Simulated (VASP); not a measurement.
**From VASP inputs to Ansatz: GaN (strained measured structure)**

INCAR

```
LREAL = .FALSE.
ISIF = 2
LWAVE = .FALSE.
IBRION = -1
GGA = PE
ENCUT = 520
NBANDS = 26
SIGMA = 0.02
LASPH = .TRUE.
NSW = 0
NELM = 120
LCHARG = .FALSE.
ISMEAR = -1
EDIFF = 1E-7
PREC = Accurate
```

KPOINTS

```
KPOINTS created by Atomic Simulation Environment
0
Gamma
12 12 6
0 0 0
```

KPOINTS_OPT

```
special points
6
Reciprocal
0.0000000000 0.0000000000 0.0000000000 1
0.5000000000 0.0000000000 0.0000000000 1
0.3333333333 0.3333333333 0.0000000000 1
0.0000000000 0.0000000000 0.5000000000 1
0.5000000000 0.0000000000 0.5000000000 1
0.3333333333 0.3333333333 0.5000000000 1
```

POSCAR

```
Ga N
 1.0000000000000000
     3.3712737214827349    0.0000000000288674    0.0000000000000000
    -1.6856368607663674    2.9196086859005188    0.0000000000000000
     0.0000000000000000    0.0000000000000000    5.0401628547000001
 Ga  N
   2   2
Cartesian
 -0.0000000000166664  1.9464057906099683 -0.0354386205149122
  1.6856368607330345  0.9732028953194178  2.4846428068350881
 -0.0000000000166664  1.9464057906099683  1.9254996910274125
  1.6856368607330345  0.9732028953194178  4.4455811183774134
```

VASP ran with the recommended PBE PAW datasets (36 valence electrons in the cell).

Q: Translate these files to an Ansatz input.

A: 

```yaml
crystal:
  lattice:
    - [3.3712737215, 0.0, 0.0]
    - [-1.6856368608, 2.9196086859, 0.0]
    - [0.0, 0.0, 5.0401628547]
  atoms:
    - { symbol: Ga, position: [0.3333333333, 0.6666666667, -0.0070312451] }
    - { symbol: Ga, position: [0.6666666667, 0.3333333333, 0.4929687549] }
    - { symbol: "N", position: [0.3333333333, 0.6666666667, 0.3820312451] }
    - { symbol: "N", position: [0.6666666667, 0.3333333333, 0.8820312451] }
kpoints:
  mp_grid: { grid: [12, 12, 6] }
  band_path:
    path:
      - [0.0, 0.0, 0.0]
      - [0.5, 0.0, 0.0]
      - [0.3333333333, 0.3333333333, 0.0]
      - [0.0, 0.0, 0.5]
      - [0.5, 0.0, 0.5]
      - [0.3333333333, 0.3333333333, 0.5]
    npoints: 1
hamiltonian:
  xc: pbe
scf:
  occupations: { method: fermi_dirac, width: 0.02 }
  n_extra_bands: 5
output:
  forces: true
  stress: true
  eigenvalues: true
  write_density: true
  write_potential: true
  elf: true
  volumetric_format: npy
```

Other inputs would serve too.

|  | VASP | Ansatz |
| --- | --- | --- |
| gap between bands v and c | 1.18 eV | 1.18 eV |
| least direct gap | 1.18 eV | 1.18 eV |
| pressure | -7.7 GPa | -7.9 GPa |
| largest force | 0.05 eV/Å | 0.05 eV/Å |

Datasets and cutoffs are each program's own. VASP's cell holds 36 valence electrons and Ansatz's 36. Ansatz's stress includes a Pulay correction; VASP's doesn't.
